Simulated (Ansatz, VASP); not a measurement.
# Two plane-wave programs on C

```
CELL_PARAMETERS angstrom
0.00000 1.76548 1.76548
1.76548 0.00000 1.76548
1.76548 1.76548 0.00000
ATOMIC_POSITIONS crystal
C 0.50000 0.50000 0.50000
C 0.75000 0.75000 0.75000
```

This isn't the form of C at room conditions, which is graphite.

Alike in both runs: task relaxation of cell and atoms; functional LDA; k mesh 12 × 12 × 12; occupations gaussian, width 0.02 eV; no spin polarisation.

```csv
,VASP,Ansatz
version,VASP 6.6.1,Ansatz 0.2.0
potentials or method,"VASP PAW LDA potentials, release 64 (C)","scalar-relativistic, plane waves, PAW"
plane-wave cutoff (eV),600,600
valence electrons in the cell,8,8
```

```tsv
	VASP	Ansatz	Ansatz less VASP
gap on the k mesh at the Fermi level, each at its own relaxed structure (eV)	4.19	4.21	+0.013
relaxed volume (Å³/atom)	5.52	5.51	-0.011
relaxed cell length with the largest relative difference (Å)	2.499	2.497	-0.0016
```

Ansatz warned: «pseudo_functional_mismatch».
